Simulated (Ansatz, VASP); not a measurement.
**Two plane-wave programs on Au**

INCAR

```
PREC = Accurate
ENCUT = 520
EDIFF = 1E-7
ISMEAR = 0
SIGMA = 0.1
LREAL = False
LASPH = True
NELM = 100
ALGO = Fast
ISIF = 2
LWAVE = False
LCHARG = False
GGA = PS
NBANDS = 18
```

KPOINTS

```
regular mesh
0
Gamma
  16 16 8
```

POSCAR

```
Au
1.0
    1.3058427713     -2.4689035055     -0.1260330575
    1.3058427713      2.4689035055      0.1260330575
    0.0000000000      0.2412821935      5.0674153798
Au
2
Direct
    0.6476551170      0.3523448830      0.2412373293
    0.3523448830      0.6476551170      0.7587626707
```

Input for Ansatz:

```yaml
crystal:
  lattice:
    - [1.3058427713, -2.4689035055, -0.1260330575]
    - [1.3058427713, 2.4689035055, 0.1260330575]
    - [0.0, 0.2412821935, 5.0674153798]
  atoms:
    - { symbol: Au, position: [0.647655117, 0.352344883, 0.2412373293] }
    - { symbol: Au, position: [0.352344883, 0.647655117, 0.7587626707] }
basis:
  ecutwfc: 420
kpoints:
  mp_grid: { grid: [16, 16, 8] }
hamiltonian:
  xc: pbesol
scf:
  occupations: { method: gaussian, width: 0.1 }
output:
  forces: true
  stress: true
  eigenvalues: true
```

Alike in both runs: task single point; functional PBEsol; k mesh 16 × 16 × 8; occupations gaussian, width 0.1 eV; no spin polarisation.

```csv
,VASP,Ansatz
version,VASP 6.6.1,Ansatz 0.2.0
potentials or method,"VASP PAW PBE potentials, release 64 (Au)","scalar-relativistic, plane waves, PAW"
plane-wave cutoff (eV),520,420
valence electrons in the cell,22,38
```

VASP gave:

```
gap on the k mesh at the Fermi level (eV)       : none
pressure (GPa)                                  : 14.7
largest component of the traceless stress (GPa) : 15.15
rms of the force components (eV/Å)              : 0.440
```

Which values does Ansatz return?

gap on the k mesh at the Fermi level (eV): none; pressure (GPa): 15.0; largest component of the traceless stress (GPa): 15.20; rms of the force components (eV/Å): 0.442.

Atom by atom the forces differ by 0.002 eV/Å (rms over components). A gap of «none» marks a metal or a gap that the smearing closes. The two sets of potentials don't hold the same shells in valence.

Caveats: the PAW data sets were made with another functional, which shifts forces and pressure a little (VASP). The runs have no spin-orbit coupling, so splittings on Au are missing.
